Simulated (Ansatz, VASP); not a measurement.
One calculation of SnTe, two programs

```
CELL_PARAMETERS angstrom
0.00000 3.28501 3.18144
3.28501 0.00000 3.18144
3.28501 3.28501 0.00000
ATOMIC_POSITIONS crystal
Sn 0.00000 0.00000 0.00000
Te 0.50000 0.50000 0.50000
```

Change from the starting cell: epitaxial_xy strain +3.0%.

Alike in both runs: task single point; functional r2SCAN; k mesh 8 × 8 × 8; occupations fermi-dirac, width 0.02 eV; no spin polarisation.

|  | VASP | Ansatz |
| --- | --- | --- |
| version | VASP 6.6.1 | Ansatz 0.2.0 |
| potentials or method | VASP PAW PBE potentials, release 64 (Sn_d, Te) | plane waves, PAW |
| plane-wave cutoff (eV) | 520 | 500 |
| valence electrons in the cell | 20 | 30 |

Ansatz gave:

* pressure (GPa): -2.2
* largest component of the traceless stress (GPa): 2.14

**Question.** Estimate VASP's values.

**Answer.** Pressure (GPa): -2.2; largest component of the traceless stress (GPa): 2.15.

The two sets of potentials don't hold the same shells in valence.

Caveats: the PAW data sets were made with another functional, which shifts forces and pressure a little (VASP).
